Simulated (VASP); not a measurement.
# CdSe (Cadmoselite) (P6_3mc) in VASP: further runs

One crystal, CdSe (Cadmoselite), is run at these levels: PBEsol, PBE+D3(BJ); tasks: relaxation of cell and atoms.

Program: VASP 6.6.1. These are calculated values, not measurements. Logs are shortened: lines on timing, memory, paths and dates and some standing lists are left out, and cuts for length are marked.

## 1. The structure

It takes space group P6_3mc (No. 186, hexagonal). The conventional cell has a = 4.300 Å, b = 4.300 Å, c = 7.020 Å, α = 90.00°, β = 90.00°, γ = 120.00°. Cd (site symmetry 3m) is surrounded by 4 Se at 2.61 to 2.70 Å. Se (site symmetry 3m) is surrounded by 4 Cd at 2.61 to 2.70 Å.

## 2. Relaxation of cell and atoms, PBEsol

Input file INCAR:

```
SYSTEM = CdSe
PREC = Accurate ; ENCUT = 600
EDIFF = 1E-6 ; ISMEAR = 0
SIGMA = 0.03 ; LREAL = .False.
LASPH = .True. ; NELM = 80
ALGO = Normal ; ISIF = 3
LWAVE = .False. ; LCHARG = .False.
GGA = PS ; IBRION = 2
NSW = 90 ; EDIFFG = -0.01
```

Input file KPOINTS:

```
Automatic mesh
0
Gamma
  9 9 4
  0 0 0
```

Input file POSCAR:

```
CdSe
1.0
    4.3000000000      0.0000000000      0.0000000000
   -2.1500000000      3.7239092363      0.0000000000
    0.0000000000      0.0000000000      7.0200000000
Cd Se
2 2
Direct
    0.3333333333      0.6666666667      0.0000000000
    0.6666666667      0.3333333333      0.5000000000
    0.3333333333      0.6666666667      0.3850000000
    0.6666666667      0.3333333333      0.8850000000
```

Potentials or basis: VASP PAW PBE potentials, release 64 (Cd, Se).

The run is started by

```console
$ cat potpaw_PBE.64/Cd/POTCAR potpaw_PBE.64/Se/POTCAR > POTCAR
$ mpirun -np 1 vasp_std > vasp.out
```

OUTCAR:

```text
SYSTEM = CdSe
   PREC = Accurate
   ENCUT = 600
   EDIFF = 1E-6
   ISMEAR = 0
   LREAL = .False.
   LASPH = .True.
   NELM = 80
   ISIF = 3
   GGA = PS
   IBRION = 2
   NSW = 90
   EDIFFG = -0.01

 ion  position               nearest neighbor table
   1  0.333  0.667  0.000-   4 2.61   4 2.61   4 2.61   3 2.70
   2  0.667  0.333  0.500-   3 2.61   3 2.61   3 2.61   4 2.70
   3  0.333  0.667  0.385-   2 2.61   2 2.61   2 2.61   1 2.70
   4  0.667  0.333  0.885-   1 2.61   1 2.61   1 2.61   2 2.70

  LATTYP: Found a hexagonal cell.
 ALAT       =     4.3000000000
 C/A-ratio  =     1.6325581395

  Lattice vectors:

 A1 = (   4.3000000000,   0.0000000000,   0.0000000000)
 A2 = (  -2.1500000000,   3.7239092363,   0.0000000000)
 A3 = (   0.0000000000,   0.0000000000,   7.0200000000)

Analysis of symmetry for initial positions (statically):
=====================================================================
 Subroutine PRICEL returns:
 Original cell was already a primitive cell.

 Routine SETGRP: Setting up the symmetry group for a
 hexagonal supercell.

 Subroutine GETGRP returns: Found 12 space group operations
 (whereof  6 operations were pure point group operations)
 out of a pool of 24 trial point group operations.

The static configuration has the point symmetry C_3v.
 The point group associated with its full space group is C_6v.

Analysis of symmetry for dynamics (positions and initial velocities):
=====================================================================
 Subroutine PRICEL returns:
 Original cell was already a primitive cell.

 Routine SETGRP: Setting up the symmetry group for a
 hexagonal supercell.

 Subroutine GETGRP returns: Found 12 space group operations
 (whereof  6 operations were pure point group operations)
 out of a pool of 24 trial point group operations.

The dynamic configuration has the point symmetry C_3v.
 The point group associated with its full space group is C_6v.

 Subroutine INISYM returns: Found 12 space group operations
 (whereof  6 operations are pure point group operations),
 and found     1 'primitive' translations

----------------------------------------------------------------------------------------

                                     Primitive cell

  volume of cell :     112.4099

  direct lattice vectors                    reciprocal lattice vectors
     4.300000000  0.000000000  0.000000000     0.232558140  0.134267504  0.000000000
    -2.150000000  3.723909236  0.000000000     0.000000000  0.268535009  0.000000000
     0.000000000  0.000000000  7.020000000     0.000000000  0.000000000  0.142450142

  length of vectors
     4.300000000  4.300000000  7.020000000     0.268535009  0.268535009  0.142450142

  position of ions in fractional coordinates (direct lattice)
     0.333333333  0.666666667  0.000000000
     0.666666667  0.333333333  0.500000000
     0.333333333  0.666666667  0.385000000
     0.666666667  0.333333333  0.885000000

  ion indices of the primitive-cell ions
   primitive index   ion index
                 1           1
                 2           2
                 3           3
                 4           4

----------------------------------------------------------------------------------------

 KPOINTS: Automatic mesh

Automatic generation of k-mesh.
 Grid dimensions read from file:
 generate k-points for:    9    9    4

 Generating k-lattice:

  Cartesian coordinates                     Fractional coordinates (reciprocal lattice)
     0.025839793  0.014918612  0.000000000     0.111111111  0.000000000  0.000000000
     0.000000000  0.029837223  0.000000000     0.000000000  0.111111111  0.000000000
     0.000000000  0.000000000  0.035612536     0.000000000  0.000000000  0.250000000

  Length of vectors
     0.029837223  0.029837223  0.035612536

  Shift w.r.t. Gamma in fractional coordinates (k-lattice)
     0.000000000  0.000000000  0.000000000

 Subroutine IBZKPT returns following result:
 ===========================================

 Found     36 irreducible k-points:

 Following reciprocal coordinates:
            Coordinates               Weight
  0.000000  0.000000  0.000000      1.000000
  0.111111 -0.000000  0.000000      6.000000
  0.222222  0.000000  0.000000      6.000000
  0.333333 -0.000000  0.000000      6.000000
  0.444444  0.000000  0.000000      6.000000
  0.111111  0.111111  0.000000      6.000000
[... 16 lines left out ...]
  0.333333  0.222222  0.250000     24.000000
  0.333333  0.333333  0.250000      4.000000
 [... further k-points ...]
   k-points           NKPTS =     36   k-points in BZ     NKDIM =     36   number of bands    NBANDS=     22
   number of dos      NEDOS =    301   number of ions     NIONS =      4
   total plane-waves  NPLWV =  72576
   dimension x,y,z NGX =    36 NGY =   36 NGZ =   56
   dimension x,y,z NGXF=    72 NGYF=   72 NGZF=  112
   ions per type =               2   2
   NGX,Y,Z   is equivalent  to a cutoff of  13.92, 13.92, 13.26 a.u.
   NGXF,Y,Z  is equivalent  to a cutoff of  27.84, 27.84, 26.52 a.u.
 SYSTEM =  CdSe
   PREC   = accura    normal or accurate (medium, high low for compatibility)
   ISTART =      0    job   : 0-new  1-cont  2-samecut
   ICHARG =      2    charge: 1-file 2-atom 10-const
   ISPIN  =      1    spin polarized calculation?
   LNONCOLLINEAR =      F non collinear calculations
   LSORBIT =      F    spin-orbit coupling
   LASPH  =      T    aspherical Exc in radial PAW
   ENCUT  =  600.0 eV  44.10 Ry    6.64 a.u.   8.59  8.59 14.02*2*pi/ulx,y,z
   NELM   =     80;   NELMIN=  2; NELMDL= -5     # of ELM steps
   EDIFF  = 0.1E-05   stopping-criterion for ELM
   LREAL  =      F    real-space projection
   EDIFFG = -.1E-01   stopping-criterion for IOM
   NSW    =     90    number of steps for IOM
   IBRION =      2    ionic relax: 0-MD 1-quasi-New 2-CG
   NFREE  =      1    steps in history (QN), initial steepest desc. (CG)
   ISIF   =      3    stress and relaxation
   ISYM   =      2    0-nonsym 1-usesym 2-fastsym
   POTIM  = 0.5000    time-step for ionic-motion
   TEBEG  =    0.0;   TEEND  =   0.0 temperature during run
   PSTRESS=    0.0 pullay stress
   NELECT =      36.0000    total number of electrons
   NUPDOWN=      -1.0000    fix difference up-down
   EMIN   =  10.00;   EMAX   =-10.00  energy-range for DOS
   EFERMI =   0.00;   METHOD = LEGACY
   ISMEAR =     0;   SIGMA  =   0.03  broadening in eV -4-tet -1-fermi 0-gaus
   EFERMI_NEDOS =   21; number of points for ismear=-14 and -15
   IALGO  =     38    algorithm
   IMIX   =      4    mixing-type and parameters
     AMIX     =   0.40;   BMIX     =  1.00
     AMIX_MAG =   1.60;   BMIX_MAG =  1.00
  volume/ion in A,a.u.               =      28.10       189.64
  Fermi-wavevector in a.u.,A,eV,Ry     =   1.120059  2.116604 17.068937  1.254531
  Thomas-Fermi vector in A             =   2.256702
   LORBIT       =      0    0 simple, 1 ext, 2 COOP (PROOUT), +10 PAW based schemes
   GGA     = PS    functional components
   LHFCALC =     F    Hartree Fock is set to
   AEXX    =    0.0000 exact exchange contribution
   IVDW    =     0    specifies the selected vdW correction
   LEPSILON=     F    determine dielectric tensor
   LRPA    =     F    only Hartree local field effects (RPA)
 conjugate gradient relaxation of ions
 non-spin polarized calculation
 Gauss-broadening in eV      SIGMA  =   0.03
  energy-cutoff  :      600.00
  volume of cell :      112.41
 maximum number of plane-waves:      3791
 NGX is ok and might be reduce to    36
   NGX = 17   NGY = 17   NGZ = 29

--------------------------------------- Ionic step        1  -------------------------------------------

 number of electron      35.9999991 magnetization

 Free energy of the ion-electron system (eV)
  ---------------------------------------------------
  ext. energy  EPLUGINS =         0.00000000
  ---------------------------------------------------
  free energy    TOTEN  =       -12.33226955 eV

  energy without entropy =      -12.33226955  energy(sigma->0) =      -12.33226955

------------------------ aborting loop because EDIFF is reached ----------------------------------------

  FORCE on cell =-STRESS in cart. coord.  units (eV):
  Direction    XX          YY          ZZ          XY          YZ          ZX
  --------------------------------------------------------------------------------------
  -------------------------------------------------------------------------------------
  Total        0.7590133      0.7590133     -0.5705891      0.0000000      0.0000000      0.0000000
  in kB       10.8182073     10.8182073     -8.1326001      0.0000000      0.0000000      0.0000000
  external PRESSURE =       4.5012715 kB  Pullay stress =       0.0000000 kB
[... 95 lines left out ...]
  FREE ENERGIE OF THE ION-ELECTRON SYSTEM (eV)
  ---------------------------------------------------
  free  energy   TOTEN  =       -12.3481584762 eV

  energy  without entropy=      -12.3481584762  energy(sigma->0) =      -12.34815848

[... ionic steps 4 to 7 ...]

--------------------------------------- Ionic step        8  -------------------------------------------

 number of electron      35.9999999 magnetization

------------------------ aborting loop because EDIFF is reached ----------------------------------------

  FORCE on cell =-STRESS in cart. coord.  units (eV):
  Direction    XX          YY          ZZ          XY          YZ          ZX
  --------------------------------------------------------------------------------------
  -------------------------------------------------------------------------------------
  Total        0.0667302      0.0667302      0.0283690      0.0000000      0.0000000      0.0000000
  in kB        0.9461747      0.9461747      0.4022463      0.0000000      0.0000000      0.0000000
  external PRESSURE =       0.7648653 kB  Pullay stress =       0.0000000 kB
[... 61 lines left out ...]
  energy  without entropy=      -12.3520047842  energy(sigma->0) =      -12.35200478

--------------------------------------- Ionic step       10  -------------------------------------------

 number of electron      35.9999999 magnetization

 Free energy of the ion-electron system (eV)
  ---------------------------------------------------
  ext. energy  EPLUGINS =         0.00000000
  ---------------------------------------------------
  free energy    TOTEN  =       -12.35203685 eV

  energy without entropy =      -12.35203685  energy(sigma->0) =      -12.35203685

 E-fermi :   0.9112     XC(G=0):  -9.0651

 val. band max:        0.7716929342   @ k =   0.0000   0.0000   0.0000
 cond. band min:       1.2999508142   @ k =   0.0000   0.0000   0.0000
 fundamental gap:      0.5282578800
 Fermi energy:         0.9111941494

 k-point     1 :       0.0000    0.0000    0.0000
  band No.  band energies     occupation
      1     -11.8278      2.00000
      2     -11.4478      2.00000
      3      -7.1169      2.00000
      4      -7.1102      2.00000
      5      -7.1102      2.00000
      6      -7.0427      2.00000
[... 574 lines left out ...]
      6      -6.8943      2.00000
[... 14 lines left out ...]
     21       5.3505      0.00000
     22       7.1062      0.00000

 [... further k-points ...]

------------------------ aborting loop because EDIFF is reached ----------------------------------------

  FORCE on cell =-STRESS in cart. coord.  units (eV):
  Direction    XX          YY          ZZ          XY          YZ          ZX
  --------------------------------------------------------------------------------------
  -------------------------------------------------------------------------------------
  Total        0.0102938      0.0102938      0.0083825      0.0000000      0.0000000      0.0000000
  in kB        0.1457430      0.1457430      0.1186820      0.0000000      0.0000000      0.0000000
  external PRESSURE =       0.1367227 kB  Pullay stress =       0.0000000 kB
[... 19 lines left out ...]
  FREE ENERGIE OF THE ION-ELECTRON SYSTEM (eV)
  ---------------------------------------------------
  free  energy   TOTEN  =       -12.3520368487 eV

  energy  without entropy=      -12.3520368487  energy(sigma->0) =      -12.35203685

 reached required accuracy - stopping structural energy minimisation
```

Run time: 3.1 min. Hardware: 1 thread of Intel Xeon 6975P-C (Granite Rapids), shared host; peak memory 0.33 GiB.

Results:

* Free energy: -12.3520 eV
* Relaxed volume: 28.29 Å³/atom
* Relaxed cell: a = 4.310 Å, b = 4.310 Å, c = 7.035 Å, α = 90.00°, β = 90.00°, γ = 120.00°
* Space group after relaxing (to 0.05 Å): P6_3mc (No. 186)
* Energy gained by relaxing: 4.9 meV/atom
* Ionic steps: 10
* Pressure after relaxing: 0.0 GPa
* Band gap on the k mesh: 0.53 eV, direct

The path:
```csv
step,energy change (eV),largest force (eV/Å),pressure (GPa),volume (Å³)
1,0.0000,0.2741,0.45,112.41
2,-0.0159,0.0637,-0.25,113.69
3,-0.0159,0.0681,-0.24,113.67
4,-0.0172,0.0376,0.04,113.06
5,-0.0174,0.0227,0.18,112.78
6,-0.0185,0.0178,0.16,112.85
7,-0.0197,0.0040,0.08,113.00
8,-0.0197,0.0047,0.08,113.00
9,-0.0197,0.0031,-0.06,113.31
10,-0.0198,0.0005,0.01,113.16
```

Final structure:
```yaml
crystal:
  lattice:
    - [4.30969, 0.00000, 0.00000]
    - [-2.15484, 3.73230, 0.00000]
    - [0.00000, 0.00000, 7.03519]
  atoms:
    - { symbol: Cd, position: [0.33333, 0.66667, 0.00467] }
    - { symbol: Cd, position: [0.66667, 0.33333, 0.50467] }
    - { symbol: Se, position: [0.33333, 0.66667, 0.38033] }
    - { symbol: Se, position: [0.66667, 0.33333, 0.88033] }
```

Caveat: the PAW data sets were made with another functional, which shifts forces and pressure a little.

[end of part 1 of 2]
